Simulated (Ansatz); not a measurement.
System: Hf (fcc type), 1 atom in the cell.

Level of theory: PBE with spin–orbit coupling, plane waves, norm-conserving pseudopotentials (Ansatz).

Cutoff 789 eV; k-mesh 4×4×4 Γ-centred; Fermi–Dirac smearing of 0.15 eV.

```xyz
1
Lattice="0.0000 2.2440 2.2440 2.2440 0.0000 2.2440 2.2440 2.2440 0.0000" Properties=species:S:1:pos:R:3 pbc="T T T"
Hf    0.0000    0.0000    0.0000
```

**Question.** Is the cell under compression or tension, and by how much?

**Answer.** The pressure is 0.15 GPa, so at these settings the cell is compressed and would expand.

The stress includes the program's correction for the finite plane-wave basis.

The k-mesh is coarse, so these values belong to this mesh and can lie far from the converged ones. This cubic structure is a model: it isn't the usual form of the substance at ambient conditions, and such phases are metastable or hypothetical.
